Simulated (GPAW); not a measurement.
# CoO (P3m1) in GPAW: further runs

The runs below take CoO through phonons, equation of state, with PBE, LDA.

Program: GPAW 26.7.0. These are calculated values, not measurements. Logs are shortened: lines on timing, memory, paths and dates and some standing lists are left out, and cuts for length are marked. The log counts tension as positive stress, the text compression.

### Step 1. Starting point

It takes space group P6_3mc (No. 186, hexagonal). The conventional cell has a = 3.198 Å, b = 3.198 Å, c = 5.229 Å, α = 90.00°, β = 90.00°, γ = 120.00°. Co (site symmetry 3m) is surrounded by 4 O at 1.93 to 1.97 Å. O (site symmetry 3m) has 4 Co at 1.93 to 1.97 Å as nearest neighbours.

Measurements of this composition are mostly on another form, of space group No. 225.

### Step 2. Phonons, PBE, collinear spin, ferromagnetic start

The input, run.py:

```python
import json
import numpy as np
from ase import Atoms
from ase.constraints import FixSymmetry
from ase.filters import FrechetCellFilter
from ase.io import read, write
from ase.optimize import BFGS
from phonopy import Phonopy
from phonopy.structure.atoms import PhonopyAtoms
from gpaw import GPAW, PW

atoms = read('POSCAR')
atoms.set_initial_magnetic_moments([2.0, 2.0, 0.0, 0.0])

calc = GPAW(mode=PW(800),
            xc='PBE',
            kpts={'size': (7, 7, 4), 'gamma': True},
            occupations={'name': 'fermi-dirac', 'width': 0.05},
            nbands=30,
            convergence={'density': 1e-06, 'eigenstates': 1e-09},
            maxiter=150,
            txt='gpaw.txt')
atoms.calc = calc
atoms.set_constraint(FixSymmetry(atoms))
BFGS(FrechetCellFilter(atoms), trajectory='relax.traj', logfile='-').run(fmax=0.005, steps=40)
atoms.set_constraint()
energy = atoms.get_potential_energy()
forces = atoms.get_forces()
stress = atoms.get_stress()
calc.write('gs.gpw')
write('result.traj', atoms)
print('Cell:', atoms.cell.cellpar().round(4))
print(atoms.get_scaled_positions().round(5))

def force_constants(scale):
    unit = PhonopyAtoms(symbols=atoms.get_chemical_symbols(), cell=atoms.cell[:] * scale**(1 / 3),
                        scaled_positions=atoms.get_scaled_positions(),
                        magnetic_moments=atoms.get_initial_magnetic_moments())
    ph = Phonopy(unit, supercell_matrix=np.diag([1, 1, 1]), primitive_matrix=np.eye(3), symprec=1e-4)
    ph.generate_displacements(distance=0.01)
    forces = []
    for i, sc in enumerate(ph.supercells_with_displacements):
        a = Atoms(sc.symbols, cell=sc.cell, scaled_positions=sc.scaled_positions, pbc=True,
                  magmoms=sc.magnetic_moments)
        c = GPAW(mode=PW(680),
                 xc='PBE',
                 kpts={'size': (7, 7, 4), 'gamma': True},
                 occupations={'name': 'fermi-dirac', 'width': 0.05},
                 nbands=30,
                 convergence={'density': 1e-06, 'eigenstates': 1e-09},
                 maxiter=150,
                 txt=f'disp-{scale:.3f}-{i:02d}.txt')
        a.calc = c
        f = a.get_forces()
        forces.append(f - f.mean(axis=0))
        print(f'displacement {i}: drift', f.mean(axis=0).round(5), flush=True)
    ph.forces = forces
    ph.produce_force_constants()
    ph.symmetrize_force_constants()
    return ph

qpoints = [[0.0, 0.0, 0.0]]
results = {}
for scale in [1.0]:
    ph = force_constants(scale)
    ph.run_qpoints(qpoints)
    nu = ph.qpoints.frequencies * 33.35641  # THz to cm^-1
    results[f'{scale:.3f}'] = nu.tolist()
    for qp, f in zip(qpoints, nu):
        print(scale, np.round(qp, 4), f.round(2))
json.dump(results, open('phonons.json', 'w'))
```

The input, POSCAR:

```
CoO
1.0
    3.1976457435      0.0000000000      0.0000000000
   -1.5988228718      2.7692424462      0.0000000000
    0.0000000000      0.0000000000      5.2287097100
Co O
2 2
Direct
    0.3333333333      0.6666666667      0.5033624100
    0.0000000000      0.0000000000      0.0034741400
    0.3333333333      0.6666666667      0.8715556000
    0.0000000000      0.0000000000      0.3716088500
```

Potentials or basis: GPAW PAW data sets (gpaw-data 1.2.1), pw.

The run is started by

```bash
OMP_NUM_THREADS=1 python run.py
```

gpaw.txt:

```text
__  _  _
 | _ |_)|_||  |
 |__||  | ||/\| - 26.7.0

Input parameters:
  mode=PW(ecut=800.0),
  convergence={'density': 1e-06, 'eigenstates': 1e-09},
  kpts=MonkhorstPack(size=(7, 7, 4), gamma=True),
  maxiter=150,
  nbands=30,
  occupations=Occupations(name='fermi-dirac', width=0.05),
  xc=XC(name='PBE')

Diagonalizing LCAO Hamiltonian
Converting LCAO to pw mode

         O

         Co

       O

       Co

Atoms  # Å, Bohr magnetons
|   | symbol |         x |        y |        z |    initial magnetic moments |
|---|--------|-----------|----------|----------|-----------------------------|
| 0 |     Co | -0.000000 | 1.846162 | 2.631936 | ( 0.0000,  0.0000,  2.0000) |
| 1 |     Co | -0.000000 | 0.000000 | 0.017581 | ( 0.0000,  0.0000,  2.0000) |
| 2 |      O | -0.000000 | 1.846162 | 4.557111 | ( 0.0000,  0.0000,  0.0000) |
| 3 |      O | -0.000000 | 0.000000 | 1.942756 | ( 0.0000,  0.0000,  0.0000) |

Unit cell  # Å
| periodic |         x |        y |        z |  lengths |     angles |
|----------|-----------|----------|----------|----------|------------|
|      yes |  3.197646 | 0.000000 | 0.000000 | 3.197646 |  90.000000 |
|      yes | -1.598823 | 2.769242 | 0.000000 | 3.197646 |  90.000000 |
|      yes |  0.000000 | 0.000000 | 5.228710 | 5.228710 | 120.000000 |
[... 143 lines left out ...]
SCF iterations
|iter     | |      energy | eigst |  dens |  magmom |
|---------|-|-------------|-------|-------|---------|
|iter:   1| |  -30.572031 | +0.02 |       |  +4.0031|
|iter:   2| |  -30.114713 | -1.78 | -0.79 |  +4.0861|
|iter:   3| |  -29.220617 | -1.50 | -0.84 |  +4.6118|
|iter:   4| |  -29.461432 | -2.44 | -1.28 |  +4.9284|
|iter:   5| |  -29.434731 | -2.60 | -1.12 |  +4.9557|
|iter:   6| |  -29.388846 | -2.72 | -1.17 |  +5.2174|
|iter:   7| |  -29.439657 | -2.81 | -1.66 |  +5.5848|
|iter:   8| |  -29.455056 | -3.15 | -2.03 |  +5.7612|
|iter:   9| |  -29.455591 | -3.73 | -2.36 |  +5.7995|
|iter:  10| |  -29.457464c| -4.56 | -2.58 |  +5.8380|
|iter:  11| |  -29.458079c| -5.02 | -2.81 |  +5.8403|
|iter:  12| |  -29.458618c| -5.28 | -3.13 |  +5.8455|
|iter:  13| |  -29.458786c| -5.97 | -3.39 |  +5.8504|
|iter:  14| |  -29.458819c| -6.89 | -3.71 |  +5.8512|
|iter:  15| |  -29.458827c| -7.76 | -4.33 |  +5.8517|
|iter:  16| |  -29.458823c| -8.77 | -4.60 |  +5.8516|
|iter:  17| |  -29.458822c| -9.54c| -5.17 |  +5.8516|
|iter:  18| |  -29.458822c| -9.59c| -5.65 |  +5.8516|
|iter:  19| |  -29.458822c| -9.95c| -6.03c|  +5.8516|

Converged in 19 steps
Energy contributions relative to reference atoms: (reference = -79887.124414)

Energy contributions:
  Kinetic:          56.306093
  Coulomb:         -50.653642
  Zero:              0.250597
  External:          0.000000
  Xc:              -35.351830
  Entropy:          -0.020079
  Spinorbit:         0.000000
  ----------------------------
  Free energy:     -29.468862
  Extrapolated:    -29.458822

dipole moment: (24.420949, -14.099444, -12.516799)  # |e|*Ang

Total magnetic moment: (0.000000, 0.000000, 5.851599)
[... 60 lines left out ...]
       Co

Atoms  # Å, Bohr magnetons
|   | symbol |         x |        y |        z |    initial magnetic moments |
|---|--------|-----------|----------|----------|-----------------------------|
| 0 |     Co | -0.000000 | 1.846586 | 2.630796 | ( 0.0000,  0.0000,  2.4346) |
| 1 |     Co | -0.000000 | 0.000000 | 0.013165 | ( 0.0000,  0.0000,  2.4346) |
| 2 |      O | -0.000000 | 1.846586 | 4.567259 | ( 0.0000,  0.0000,  0.2390) |
| 3 |      O | -0.000000 | 0.000000 | 1.949629 | ( 0.0000,  0.0000,  0.2390) |

Unit cell  # Å
| periodic |         x |         y |        z |  lengths |     angles |
|----------|-----------|-----------|----------|----------|------------|
|      yes |  3.198381 | -0.000000 | 0.000000 | 3.198381 |  90.000000 |
|      yes | -1.599191 |  2.769879 | 0.000000 | 3.198381 |  90.000000 |
|      yes |  0.000000 |  0.000000 | 5.235261 | 5.235261 | 120.000000 |

Number of symmetries: 6
Symmetry operations  # r_c * U_cc + t_c -> r_c
|   | kind |            matrix            |
|---|------|------------------------------|
| 0 |  σ   |  1, 1, 0,  0,-1, 0,  0, 0, 1 |
| 1 |  E   |  1, 0, 0,  0, 1, 0,  0, 0, 1 |
| 2 |  C3  |  0, 1, 0, -1,-1, 0,  0, 0, 1 |
| 3 |  σ   |  0,-1, 0, -1, 0, 0,  0, 0, 1 |
| 4 |  σ   | -1, 0, 0,  1, 1, 0,  0, 0, 1 |
| 5 |  C3  | -1,-1, 0,  1, 0, 0,  0, 0, 1 |

BZ-sampling:
  Number of BZ points: 196
  Number of IBZ points: 28
[... 228 lines left out ...]
       Co

Atoms  # Å, Bohr magnetons
|   | symbol |         x |        y |        z |    initial magnetic moments |
|---|--------|-----------|----------|----------|-----------------------------|
| 0 |     Co | -0.000000 | 1.848403 | 2.628683 | ( 0.0000,  0.0000,  2.4359) |
| 1 |     Co | -0.000000 | 0.000000 | 0.001847 | ( 0.0000,  0.0000,  2.4358) |
| 2 |      O | -0.000000 | 1.848403 | 4.594685 | ( 0.0000,  0.0000,  0.2386) |
| 3 |      O | -0.000000 | 0.000000 | 1.967849 | ( 0.0000,  0.0000,  0.2386) |

Unit cell  # Å
| periodic |         x |        y |         z |  lengths |     angles |
|----------|-----------|----------|-----------|----------|------------|
|      yes |  3.201528 | 0.000000 |  0.000000 | 3.201528 |  90.000000 |
|      yes | -1.600764 | 2.772604 | -0.000000 | 3.201528 |  90.000000 |
|      yes |  0.000000 | 0.000000 |  5.253672 | 5.253672 | 120.000000 |

Number of symmetries: 6
Symmetry operations  # r_c * U_cc + t_c -> r_c
|   | kind |            matrix            |
|---|------|------------------------------|
| 0 |  σ   |  1, 1, 0,  0,-1, 0,  0, 0, 1 |
| 1 |  E   |  1, 0, 0,  0, 1, 0,  0, 0, 1 |
| 2 |  C3  |  0, 1, 0, -1,-1, 0,  0, 0, 1 |
| 3 |  σ   |  0,-1, 0, -1, 0, 0,  0, 0, 1 |
| 4 |  σ   | -1, 0, 0,  1, 1, 0,  0, 0, 1 |
| 5 |  C3  | -1,-1, 0,  1, 0, 0,  0, 0, 1 |

BZ-sampling:
  Number of BZ points: 196
  Number of IBZ points: 28
[... 229 lines left out ...]
       Co

Atoms  # Å, Bohr magnetons
|   | symbol |         x |        y |        z |    initial magnetic moments |
|---|--------|-----------|----------|----------|-----------------------------|
| 0 |     Co | -0.000000 | 1.849310 | 2.629132 | ( 0.0000,  0.0000,  2.4382) |
| 1 |     Co | -0.000000 | 0.000000 | 0.000397 | ( 0.0000,  0.0000,  2.4382) |
| 2 |      O | -0.000000 | 1.849310 | 4.599456 | ( 0.0000,  0.0000,  0.2372) |
| 3 |      O | -0.000000 | 0.000000 | 1.970721 | ( 0.0000,  0.0000,  0.2372) |

Unit cell  # Å
| periodic |         x |        y |         z |  lengths |     angles |
|----------|-----------|----------|-----------|----------|------------|
|      yes |  3.203100 | 0.000000 | -0.000000 | 3.203100 |  90.000000 |
|      yes | -1.601550 | 2.773966 | -0.000000 | 3.203100 |  90.000000 |
|      yes | -0.000000 | 0.000000 |  5.257470 | 5.257470 | 120.000000 |

Number of symmetries: 6
Symmetry operations  # r_c * U_cc + t_c -> r_c
|   | kind |            matrix            |
|---|------|------------------------------|
| 0 |  σ   |  1, 1, 0,  0,-1, 0,  0, 0, 1 |
| 1 |  E   |  1, 0, 0,  0, 1, 0,  0, 0, 1 |
| 2 |  C3  |  0, 1, 0, -1,-1, 0,  0, 0, 1 |
| 3 |  σ   |  0,-1, 0, -1, 0, 0,  0, 0, 1 |
| 4 |  σ   | -1, 0, 0,  1, 1, 0,  0, 0, 1 |
| 5 |  C3  | -1,-1, 0,  1, 0, 0,  0, 0, 1 |

BZ-sampling:
  Number of BZ points: 196
  Number of IBZ points: 28
[... 299 lines left out ...]
species:
  Co:
    name:    Cobalt
    Z:       27.0
    valence: 9
    core:    18
    charge:  0.0  # [|e|]
    compensation charges:
      type: gauss
      rc: 0.32  # [Å]
      lmax: 2
    cutoffs:
      filter: 1.87  # [Å]
      core: 2.55  # [Å]
    projectors
    | kind |    occ | energy [eV] | rcut [Å] |
    |------|--------|-------------|----------|
    |   4s |  2.000 |      -5.469 |    1.005 |
    |   4p |  0.000 | 
[... cut ...]
 moments
|        x |        y |        z |
|----------|----------|----------|
| 0.000000 | 0.000000 | 2.451443 |  # Co   0
| 0.000000 | 0.000000 | 2.451429 |  # Co   1
| 0.000000 | 0.000000 | 0.237858 |  # O    2
| 0.000000 | 0.000000 | 0.237865 |  # O    3

Fermi level: 6.529
Eigenvalues  # (at kpt = [0.000, 0.000, 0.000])
| band index |      eig [eV] | occ [0-1] |      eig [eV] | occ [0-1] |
|------------|---------------|-----------|---------------|-----------|
|          0 |       -13.392 |     1.000 |       -12.856 |     1.000 |
|        ... |               |           |               |           |
|          7 |         0.743 |     1.000 |         1.852 |     1.000 |
|          8 |         3.891 |     1.000 |         5.686 |     1.000 |
|          9 |         4.029 |     1.000 |         5.687 |     1.000 |
|         10 |         4.029 |     1.000 |         6.299 |     0.990 |
|         11 |         4.327 |     1.000 |         6.302 |     0.990 |
|         12 |         4.327 |     1.000 |         6.982 |     0.000 |
|         13 |         5.888 |     1.000 |         7.130 |     0.000 |
|         14 |         5.888 |     1.000 |         8.275 |     0.000 |
|         15 |         6.439 |     0.858 |         8.275 |     0.000 |
|         16 |         6.492 |     0.676 |         8.991 |     0.000 |
|         17 |         6.675 |     0.052 |         9.211 |     0.000 |
|         18 |         6.675 |     0.051 |         9.214 |     0.000 |
|         19 |        11.707 |     0.000 |        12.338 |     0.000 |
|         20 |        13.315 |     0.000 |        14.231 |     0.000 |
|         21 |        19.756 |     0.000 |        20.500 |     0.000 |
|        ... |               |           |               |           |
|         29 |        25.490 |     0.000 |        26.285 |     0.000 |
[... 511 lines left out ...]
Stress tensor  # eV/Ang^3
|         x |         y |         z |
|-----------|-----------|-----------|
| -0.000004 |  0.000000 | -0.000000 |
|  0.000000 | -0.000004 |  0.000000 |
| -0.000000 |  0.000000 | -0.000143 |

Forces  # eV/Ang
|        x |       y |        z |
|----------|---------|----------|
| -0.00000 | 0.00000 | -0.00083 |  # Co   0
|  0.00000 | 0.00000 | -0.00082 |  # Co   1
|  0.00000 | 0.00000 |  0.00096 |  # O    2
|  0.00000 | 0.00000 |  0.00048 |  # O    3

# Writing to gs.gpw (mode='')
```

Run time: 45 min. Hardware: 1 thread of Intel Xeon Platinum 8259CL at 2.50GHz (Skylake/Cascade Lake), shared host; peak memory 1.4 GiB.

What came out:

* Free energy: -29.4864 eV
* Relaxed volume: 11.78 Å³/atom
* Relaxed cell: a = 3.218 Å, b = 3.218 Å, c = 5.251 Å, α = 90.00°, β = 90.00°, γ = 120.00°
* Space group after relaxing (to 0.05 Å): P6_3mc (No. 186)
* Pressure after relaxing: 0.0 GPa
* Band gap on the k mesh: none (metal or under the smearing width)
* Net moment: 5.90 μB per cell
* Site moments: Co +2.45; O +0.24 μB
* Highest phonon frequency at Γ: 481 cm⁻¹

Final structure:
```cif
data_structure
_symmetry_space_group_name_H-M 'P 1'
_symmetry_Int_Tables_number 1
_cell_length_a 3.2185
_cell_length_b 3.2185
_cell_length_c 5.2509
_cell_angle_alpha 90.000
_cell_angle_beta 90.000
_cell_angle_gamma 120.000
_cell_volume 47.11
loop_
_atom_site_label
_atom_site_type_symbol
_atom_site_fract_x
_atom_site_fract_y
_atom_site_fract_z
_atom_site_occupancy
Co1 Co 0.33333 0.66667 0.49973 1
Co2 Co 0.00000 0.00000 0.99973 1
O1 O 0.33333 0.66667 0.87517 1
O2 O 0.00000 0.00000 0.37517 1
```

Phonon frequencies in cm⁻¹ (negative: imaginary):
| q point | frequencies |
| --- | --- |
| (0.000, 0.000, 0.000) | 0 0 0 49 49 224 365 365 401 401 408 481 |

Caveat: the cutoff is short for stress and forces, so pressures can be off by a GPa or more; semilocal functionals often make such compounds metallic where correlation or magnetic order opens a gap, which also shifts bond lengths. With open d or f shells a metallic result of PBE can be an artefact of self-interaction; +U or a hybrid may open a gap.

(Part 1 of 2 ends here.)
